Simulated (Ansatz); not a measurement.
# RbBr: the band gap up the ladder of functionals

One table from this session's results is given with a row withheld; the runs are named, their logs left out.

The runs shown are made with Ansatz 0.2.0. PAW datasets, plane waves. Spin-unpolarised throughout; all numbers are computed.

## The cell

The cell was relaxed beforehand with r2SCAN.

It is cubic, Fm-3m (No. 225); conventional cell a = 6.922 Å, 41.45 Å³ an atom. Around Rb lie 6 Br at 3.46 Å; around Br lie 6 Rb at 3.46 Å.

The structure in full:

```
Rb Br
1.0
     0.00000    3.46083    3.46083
     3.46083    0.00000    3.46083
     3.46083    3.46083    0.00000
Rb Br
1 1
Direct
  0.00000 0.00000 0.00000
  0.50000 0.50000 0.50000
```

The first run:

The input, input.yaml:

```yaml
crystal:
  lattice:
    - [0.0, 3.4608258933, 3.4608258933]
    - [3.4608258933, 0.0, 3.4608258933]
    - [3.4608258933, 3.4608258933, 0.0]
  atoms:
    - { symbol: Rb, position: [0.0, 0.0, 0.0] }
    - { symbol: Br, position: [0.5, 0.5, 0.5] }
kpoints:
  mp_grid: { grid: [6, 6, 6] }
  band_path:
    path:
      - [[0.0, 0.0, 0.0], [0.5, -2.318871621751e-34, 0.5], [0.625, 0.25, 0.625]]
      - [[0.375, 0.375, 0.75], [0.0, 0.0, 0.0], [0.5, 0.5, 0.5], [0.5, 0.25, 0.75], [0.5, -2.318871621751e-34, 0.5]]
    npoints: 10
hamiltonian:
  xc: pbe
scf:
  occupations: { method: fermi_dirac, width: 0.02 }
  n_extra_bands: 4
output:
  forces: true
  stress: true
  eigenvalues: true
```

The run is started by

```console
> ansatz run input.yaml --threads 2 --pin off --max-ram 2211MiB --backend cpu --events-out ev --progress --plain --runs-dir out
```

Steps of the session up to this table: Band structure with PBE; r2SCAN at the same geometry; Single point with HSE06; Single point with PBE+SOC; Quasiparticle levels, G0W0@PBE; PBE0.

One of the session's tables, all rows but one given; the rest of the session is left out.

| level | gap (eV) |
| --- | --- |
| PBE | 4.29 |
| r2SCAN | 4.89 |
| HSE06 | ? |
| PBE+SOC | 4.13 |
| G0W0@PBE (247 empty bands) | 6.75 |
| PBE0 | 6.16 |

**Question.** Estimate the row for HSE06.

The run gave: gap (eV): 5.44. In the column «gap (eV)» it lies between r2SCAN (4.89) and PBE0 (6.16).

Meshes: PBE 6×6×6, r2SCAN 6×6×6, HSE06 4×4×4, PBE+SOC 6×6×6, PBE0 4×4×4

The gap runs from 4.13 eV (PBE+SOC) to 6.75 eV (G0W0@PBE (247 empty bands)). Against G0W0@PBE, PBE is short by 2.46 eV, at 64 % of it, and r2SCAN 72 %. PBE0 lies 0.72 eV above HSE06, which differs from it by screening the long-range exchange. No extrapolation in bands, cutoff or mesh was made for G0W0.

Limits of these values: Warnings in the runs' records: stress exchange threshold loose, stress scf threshold loose.
